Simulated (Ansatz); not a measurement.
The system is Zn.

```
Zn
1.0
     2.67000    0.00000    0.00000
    -1.33500    2.31229    0.00000
     0.00000    0.00000    4.96600
Zn
2
Direct
  0.66667 0.33333 0.75000
  0.33333 0.66667 0.25000
```

Program: Ansatz 0.2.0. Alike in all runs: potentials or basis Ansatz PAW; no spin polarisation; cell as given; k mesh 11 × 11 × 6.

Task: Order these runs on this cell by their pressure, lowest first.
A. level PBE; cutoff (eV) 420; smearing fermi-dirac 0.05 eV
B. level RPBE; cutoff (eV) 420; smearing gaussian 0.05 eV
C. level r2SCAN; cutoff (eV) 500; smearing methfessel-paxton 0.2 eV
D. level LDA; cutoff (eV) 420; smearing gaussian 0.02 eV

Result: D (-9.1 GPa), C (-4.7 GPa), A (-0.7 GPa), B (2.4 GPa).

Caveats: the PAW data sets come from PBE, with cores solved anew for the run's functional, which leaves a small shift of forces and pressure (some runs); the potentials were made for another functional, which shifts forces and pressure (some runs).

Not every run made on this cell is shown here.
